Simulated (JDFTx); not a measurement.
# Ca (I4/mmm) in JDFTx: reference runs

How does Ca come out in PBE? The cell is run as given and disturbed.

All numbers are computed with JDFTx 1.7.0 (patched build); they aren't measurements. Logs are shortened: lines on timing, memory, paths and dates and some standing lists are left out, and cuts for length are marked. The log counts tension as positive stress, the text compression.

## 1. The structure

The structure is tetragonal, space group I4/mmm (No. 139). Conventional cell: a = 4.410 Å, b = 4.410 Å, c = 4.392 Å, α = 90.00°, β = 90.00°, γ = 90.00°. Ca (site symmetry 4/mmm) has 8 Ca at 3.81 Å as nearest neighbours.

This isn't the form of Ca at room conditions, which is fcc.

## 2. Single point, PBE

Ca.in

```
lattice \
   -4.1672333165     4.1672333165     4.1672333165 \
    4.1672333165    -4.1672333165     4.1672333165 \
    4.1500555291     4.1500555291    -4.1500555291
coords-type Lattice
ion Ca     0.5000000000     0.5000000000     0.0000000000 1

ion-species pseudo/Ca.upf
elec-cutoff 34
elec-ex-corr gga-PBE
kpoint-folding 9 9 9
elec-smearing Fermi 0.0018374661
elec-n-bands 10
electronic-SCF nIterations 100 energyDiffThreshold 1e-08
electronic-minimize nIterations 30 energyDiffThreshold 1e-7
converge-empty-states yes
forces-output-coords Cartesian

dump-name run.$VAR
dump End Ecomponents EigStats BandEigs Kpoints Forces Stress ElecDensity Dtot KEdensity
```

Potentials or basis: PseudoDojo-SR-PBE-0.5-standard.

Started as:

```console
> jdftx -c 1 -i Ca.in -o Ca.out
```

What it wrote:

```text
*************** JDFTx 1.7.0 (patched build) ***************

Input parsed successfully to the following command list (including defaults):
[... the input with its defaults ...]

---------- Setting up symmetries ----------

Found 16 point-group symmetries of the bravais lattice
Found 16 space-group symmetries with basis
Applied RMS atom displacement 0 bohrs to make symmetries exact.

---------- Initializing the Grid ----------
R =
[     -4.16723      4.16723      4.16723  ]
[      4.16723     -4.16723      4.16723  ]
[      4.15006      4.15006     -4.15006  ]
unit cell volume = 288.277
G =
[ 1.13508e-17    0.75388      0.757  ]
[    0.75388 1.13508e-17      0.757  ]
[    0.75388    0.75388 -7.91668e-19  ]
Minimum fftbox size, Smin = [  40  40  40  ]
Chosen fftbox size, S = [  40  40  40  ]

---------- Exchange Correlation functional ----------
Initalized PBE GGA exchange.
Initalized PBE GGA correlation.

---------- Setting up pseudopotentials ----------
Width of ionic core gaussian charges (only for fluid interactions / plotting) set to 0

Reading pseudopotential file 'pseudo/Ca.upf':
  'Ca' pseudopotential, 'PBE' functional
  Generated using ONCVPSP code by D. R. Hamann
  10 valence electrons, 3 orbitals, 6 projectors, 1001 radial grid points, with lMax = 2
    3S    l: 0   occupation:  2.0   eigenvalue: -1.730591
    3P    l: 1   occupation:  6.0   eigenvalue: -1.029278
    4S    l: 0   occupation:  2.0   eigenvalue: -0.138412
  Core radius for overlap checks: 1.78 bohrs.

Initialized 1 species with 1 total atoms.

Folded 1 k-points by 9x9x9 to 729 k-points.

---------- Setting up k-points, bands, fillings ----------
Reduced to 75 k-points under symmetry.
Computing the number of bands and number of electrons
Calculating initial fillings.
nElectrons:  10.000000   nBands: 10   nStates: 75

----- Setting up reduced wavefunction bases (one per k-point) -----
average nbasis = 2729.464 , ideal nbasis = 2729.744

---------- Setting up ewald sum ----------
Optimum gaussian width for ewald sums = 2.598352 bohr.
Real space sum over 2197 unit cells with max indices [  6  6  6  ]
Reciprocal space sum over 2197 terms with max indices [  6  6  6  ]

---------- Allocating electronic variables ----------
Initializing wave functions:  linear combination of atomic orbitals
Note: number of bands (10) exceeds available atomic orbitals (5)
Ca pseudo-atom occupations:   s ( 2 2 )  p ( 6 )
	FillingsUpdate:  mu: +0.278175022  nElectrons: 10.000000
LCAOMinimize: Iter:   0  F: -36.8229294378783365  |grad|_K:  4.432e-05  alpha:  1.000e+00
	FillingsUpdate:  mu: +0.278193425  nElectrons: 10.000000
LCAOMinimize: Iter:   1  F: -36.8229357361839860  |grad|_K:  1.557e-06  alpha:  8.562e-01  linmin: -4.435e-03  cgtest:  8.099e-02
LCAOMinimize: Encountered beta<0, resetting CG.
	FillingsUpdate:  mu: +0.278192973  nElectrons: 10.000000
LCAOMinimize: Iter:   2  F: -36.8229357453230577  |grad|_K:  4.717e-08  alpha:  1.005e+00  linmin: -1.155e-03  cgtest:  5.298e-03
	FillingsUpdate:  mu: +0.278192990  nElectrons: 10.000000
LCAOMinimize: Iter:   3  F: -36.8229357453306321  |grad|_K:  2.380e-09  alpha:  8.875e-01  linmin:  3.886e-02  cgtest: -3.702e-01
LCAOMinimize: Converged (|Delta F|<1.000000e-06 for 2 iters).

-------- Electronic minimization -----------
Will mix electronic density at each iteration.
	FillingsUpdate:  mu: +0.278192990  nElectrons: 10.000000
	FillingsUpdate:  mu: +0.197320903  nElectrons: 10.000000
SCF: Cycle:  0   F: -36.881880928302543   dF: -5.895e-02   |Residual|: 1.298e-02   |deigs|: 1.436e-01
	FillingsUpdate:  mu: +0.187813392  nElectrons: 10.000000
SCF: Cycle:  1   F: -36.889518217201584   dF: -7.637e-03   |Residual|: 8.892e-03   |deigs|: 4.011e-02
	FillingsUpdate:  mu: +0.183105334  nElectrons: 10.000000
SCF: Cycle:  2   F: -36.893116795558370   dF: -3.599e-03   |Residual|: 1.059e-02   |deigs|: 1.929e-02
	FillingsUpdate:  mu: +0.182743714  nElectrons: 10.000000
SCF: Cycle:  3   F: -36.894086792062510   dF: -9.700e-04   |Residual|: 8.186e-03   |deigs|: 8.851e-03
	FillingsUpdate:  mu: +0.183659989  nElectrons: 10.000000
SCF: Cycle:  4   F: -36.894329344370945   dF: -2.426e-04   |Residual|: 7.312e-03   |deigs|: 6.465e-03
	FillingsUpdate:  mu: +0.182748355  nElectrons: 10.000000
SCF: Cycle:  5   F: -36.894438265332887   dF: -1.089e-04   |Residual|: 3.035e-03   |deigs|: 5.730e-03
	FillingsUpdate:  mu: +0.182984127  nElectrons: 10.000000
SCF: Cycle:  6   F: -36.894485985131652   dF: -4.772e-05   |Residual|: 1.396e-03   |deigs|: 1.998e-03
	FillingsUpdate:  mu: +0.183533654  nElectrons: 10.000000
SCF: Cycle:  7   F: -36.894498042742086   dF: -1.206e-05   |Residual|: 2.302e-03   |deigs|: 2.624e-03
	FillingsUpdate:  mu: +0.183177705  nElectrons: 10.000000
SCF: Cycle:  8   F: -36.894512962090687   dF: -1.492e-05   |Residual|: 3.444e-04   |deigs|: 2.178e-03
	FillingsUpdate:  mu: +0.183117764  nElectrons: 10.000000
SCF: Cycle:  9   F: -36.894517281909152   dF: -4.320e-06   |Residual|: 6.238e-04   |deigs|: 1.088e-03
	FillingsUpdate:  mu: +0.183153517  nElectrons: 10.000000
SCF: Cycle: 10   F: -36.894519379816273   dF: -2.098e-06   |Residual|: 4.205e-04   |deigs|: 6.142e-04
	FillingsUpdate:  mu: +0.183154776  nElectrons: 10.000000
SCF: Cycle: 11   F: -36.894520207853603   dF: -8.280e-07   |Residual|: 4.279e-04   |deigs|: 5.315e-04
	FillingsUpdate:  mu: +0.183180297  nElectrons: 10.000000
SCF: Cycle: 12   F: -36.894520724409539   dF: -5.166e-07   |Residual|: 2.861e-04   |deigs|: 4.023e-04
	FillingsUpdate:  mu: +0.183258814  nElectrons: 10.000000
SCF: Cycle: 13   F: -36.894520864541583   dF: -1.401e-07   |Residual|: 3.404e-04   |deigs|: 4.126e-04
	FillingsUpdate:  mu: +0.183240223  nElectrons: 10.000000
SCF: Cycle: 14   F: -36.894521012846347   dF: -1.483e-07   |Residual|: 2.039e-04   |deigs|: 2.396e-04
	FillingsUpdate:  mu: +0.183219847  nElectrons: 10.000000
SCF: Cycle: 15   F: -36.894521086547421   dF: -7.370e-08   |Residual|: 5.248e-05   |deigs|: 2.183e-04
	FillingsUpdate:  mu: +0.183221197  nElectrons: 10.000000
SCF: Cycle: 16   F: -36.894521117529777   dF: -3.098e-08   |Residual|: 4.694e-05   |deigs|: 1.566e-04
	FillingsUpdate:  mu: +0.183227940  nElectrons: 10.000000
SCF: Cycle: 17   F: -36.894521133004510   dF: -1.547e-08   |Residual|: 6.639e-05   |deigs|: 1.963e-04
	FillingsUpdate:  mu: +0.183223573  nElectrons: 10.000000
SCF: Cycle: 18   F: -36.894521141264242   dF: -8.260e-09   |Residual|: 2.926e-05   |deigs|: 2.265e-04
	FillingsUpdate:  mu: +0.183220758  nElectrons: 10.000000
SCF: Cycle: 19   F: -36.894521143955650   dF: -2.691e-09   |Residual|: 5.542e-05   |deigs|: 1.661e-04
SCF: Converged (|Delta E|<1.000000e-08 for 2 iters).

Setting wave functions to eigenvectors of Hamiltonian
Converging empty states (this may take a while):
EmptyStates: None of the convergence criteria satisfied.
|deigs|: 1.502e-03

# Stress tensor in Cartesian coordinates [Eh/a0^3]:
[  7.49796e-06            0            0  ]
[            0  7.49796e-06            0  ]
[            0            0   7.5816e-06  ]

# Ionic positions in lattice coordinates:
ion Ca   0.500000000000000   0.500000000000000   0.000000000000000 1

# Forces in Cartesian coordinates:
force Ca  -0.000000000000000   0.000000000000000   0.000000000000000 1

# Energy components:
   Eewald =      -21.8625058814298967
       EH =        9.9792101423024491
     Eloc =      -36.0255223192953267
      Enl =        3.3093560178159760
      Exc =       -7.2883823562775145
 Exc_core =        1.8173203024033560
       KE =       13.1765547695342740
-------------------------------------
     Etot =      -36.8939693249466814
       TS =        0.0005518190089662
-------------------------------------
        F =      -36.8945211439556502

IonicMinimize: Iter:   0  F: -36.894521143955650  |grad|_K:  0.000e+00
IonicMinimize: Converged (|grad|_K<1.000000e-04).

#--- Lowdin population analysis ---
# oxidation-state Ca +0.517

Dumping 'run.eigStats' ...
	eMin: -1.365145 at state 0 ( [ +0.000000 +0.000000 +0.000000 ] spin 0 )
	HOMO: +0.182986 at state 74 ( [ +0.444444 -0.444444 +0.444444 ] spin 0 )
	mu  : +0.183231
	LUMO: +0.183334 at state 73 ( [ +0.444444 +0.444444 -0.444444 ] spin 0 )
	eMax: +0.366908 at state 49 ( [ +0.111111 -0.222222 -0.444444 ] spin 0 )
	HOMO-LUMO gap: +0.000348
	Optical gap  : +0.004652 at state 31 ( [ +0.111111 +0.222222 +0.333333 ] spin 0 )
WARNING: the last solve of the electrons (or of bands or displaced states from it) ended unconverged.
Done!
```

It took 1.8 min on 1 thread of Arm Neoverse V2, shared host; peak memory 0.13 GiB.

Results:

| Item | Value |
| --- | --- |
| Free energy | -1003.9511 eV |
| Pressure | -0.2 GPa |
| Band gap on the k mesh | none (metal or under the smearing width) |

Levels at points of the mesh, in eV from the Fermi level:
| k point | band 3 | band 4 | band 5 | band 6 | band 7 | band 8 |
| --- | --- | --- | --- | --- | --- | --- |
| (0.00, 0.00, 0.00) | -23.04 | -23.04 | -4.05 | 2.25 | 2.26 | 2.26 |

Caveat: the empty levels aren't tightly converged.

## 3. Single point, PBE (cell strained at random at fixed volume)

Ca.in

```
lattice \
   -4.1645878821     4.1807809452     4.2081895330 \
    4.0872905247    -4.1782751684     4.2218768193 \
    4.0824660539     4.1900859567    -4.1738267531
coords-type Lattice
ion Ca     0.5065310000     0.4948170000    -0.0060770000 1

ion-species pseudo/Ca.upf
elec-cutoff 34
elec-ex-corr gga-PBE
kpoint-folding 9 9 9
elec-smearing Fermi 0.0018374661
elec-n-bands 10
electronic-SCF nIterations 100 energyDiffThreshold 1e-08
electronic-minimize nIterations 30 energyDiffThreshold 1e-7
converge-empty-states yes
forces-output-coords Cartesian

dump-name run.$VAR
dump End Ecomponents EigStats BandEigs Kpoints Forces Stress
```

Potentials or basis: PseudoDojo-SR-PBE-0.5-standard.

Started as:

```console
> jdftx -c 1 -i Ca.in -o Ca.out
```

It took 8.9 min on 1 thread of Arm Neoverse V2, shared host; peak memory 0.47 GiB.

It converged, with:

- Free energy: -1003.9503 eV
- Pressure: -0.2 GPa
- Band gap on the k mesh: none (metal or under the smearing width)

Stress tensor (GPa, compression positive):
```
-0.21 -0.12 -0.05
-0.12 -0.25  0.21
-0.05  0.21 -0.24
```

Levels at points of the mesh, in eV from the Fermi level:
```
           k point  band 3  band 4  band 5  band 6  band 7  band 8
(0.00, 0.00, 0.00)  -23.04  -23.04   -4.05    2.17    2.28    2.32
```

Caveat: the empty levels aren't tightly converged.
